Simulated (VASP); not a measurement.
BaF2:

```xyz
3
Lattice="0.0000 3.0800 3.0800 3.0800 0.0000 3.0800 3.0800 3.0800 0.0000" Properties=species:S:1:pos:R:3 pbc="T T T"
Ba    0.0000    0.0000    0.0000
F     1.5400    1.5400    1.5400
F     4.6200    4.6200    4.6200
```

The cell was built by a generator and needn't be a form met in nature.

| Item | Value |
| --- | --- |
| Program | VASP 6.6.1 |
| Task | relaxation of cell and atoms |
| Functional | LDA |
| Potentials or basis | VASP PAW LDA potentials, release 64 (Ba_sv, F) |
| Cutoff | 600 eV |
| k mesh | 8 × 8 × 8 |
| Occupations | gaussian, width 0.02 eV |
| Spin | no spin polarisation |

At the start: pressure -2.3 GPa; volume 19.48 Å³/atom.

Problem. How do energy, volume and symmetry change on relaxing?

Solution. Over 3 steps the energy falls by 5.3 meV/atom and the volume is 18.78 Å³/atom (-3.6 %); space group Fm-3m (No. 225, to 0.05 Å).

The path:
```
step  energy change (eV)  largest force (eV/Å)  pressure (GPa)  volume (Å³)
   1              0.0000                0.0000           -2.34        58.44
   2             -0.0154                0.0000            0.38        56.06
   3             -0.0158                0.0000            0.01        56.35
```

Final structure:
```xyz
3
Lattice="0.0000 3.0430 3.0430 3.0430 0.0000 3.0430 3.0430 3.0430 0.0000" Properties=species:S:1:pos:R:3 pbc="T T T"
Ba    0.0000    0.0000    0.0000
F     1.5215    1.5215    1.5215
F     4.5644    4.5644    4.5644
```
